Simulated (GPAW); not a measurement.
A run of GPAW 26.7.0 is set up as follows.

Contents of run.py:

```python
import numpy as np
from ase import Atoms
from ase.dft.bandgap import bandgap
from ase.io import write
from gpaw import GPAW, PW
from gpaw.response.df import DielectricFunction

atoms = Atoms(['Te', 'Cd'],
              cell=[[0.0, 3.205, 3.205],
                    [3.205, 0.0, 3.205],
                    [3.205, 3.205, 0.0]],
              scaled_positions=[[0.75, 0.75, 0.75],
                                [0.0, 0.0, 0.0]],
              pbc=True)

calc = GPAW(mode=PW(450),
            xc='PBE',
            kpts={'size': (6, 6, 6), 'gamma': True},
            occupations={'name': 'fermi-dirac', 'width': 0.001},
            nbands=18,
            convergence={'density': 1e-06},
            maxiter=150,
            txt='gpaw.txt')
atoms.calc = calc
energy = atoms.get_potential_energy()
calc.write('gs.gpw')
write('result.traj', atoms)
print(f'Energy: {energy:.6f} eV')
print('Fermi level:', round(calc.get_fermi_level(), 4), 'eV')
print(f'Gap: {bandgap(calc)[0]:.4f} eV, direct: {bandgap(calc, direct=True)[0]:.4f} eV')

for size in [(13, 13, 13), (18, 18, 18)]:
    name = 'x'.join(str(n) for n in size)
    dense = calc.fixed_density(kpts={'size': size, 'gamma': True},
                               nbands=35, convergence={'bands': 29, 'eigenstates': 1e-7},
                               update_fermi_level=True, txt=f'dense-{name}.txt')
    dense.write(f'{name}.gpw', mode='all')
    df = DielectricFunction(f'{name}.gpw', frequencies=np.array([0.0]), hilbert=False, eta=0.001,
                            ecut=80, nbands=29, intraband=False, txt=f'df-{name}.txt')
    for xc in ['RPA', 'LR0.1', 'LR0.2']:
        for direction in ['x', 'y', 'z', [0, 1, 1], [1, 0, 1], [1, 1, 0]]:
            e0, e = df.get_macroscopic_dielectric_constant(xc=xc, direction=direction)
            print(f'{name} {xc} {direction}: {e0:.4f} without, {e:.4f} with local fields')
```

Potentials or basis: GPAW PAW data sets (gpaw-data 1.2.1), pw.

Launch:

```bash
$ OMP_NUM_THREADS=1 python run.py
```

Q: Predict the electronic dielectric tensor (diagonal).

A: 7.84.

Q: Estimate the band gap on the k mesh.

A: 0.87 eV, direct.

Electronic dielectric tensor:
```
7.84 0.00 0.00
0.00 7.84 0.00
0.00 0.00 7.84
```

Caveat: the long-wavelength limit can be off by several per cent where d states take part; spin-orbit coupling is left out, which moves the levels of the heavy elements.

**Experimental background.**

A printed reference work, data compilation reports, for a bulk crystal of CdTe at 0 K: band gap 1.607 eV.

Measured gap of CdTe: 1.607 eV (0 K; a printed reference work, data compilation). This calculation gives 0.87 eV (-0.74 eV). Spin-orbit coupling on Cd, Te is left out. The value is that of PBE on a finite k mesh, which can miss the band edges, without temperature or zero-point motion. Semilocal functionals fall short of measured gaps as a rule.
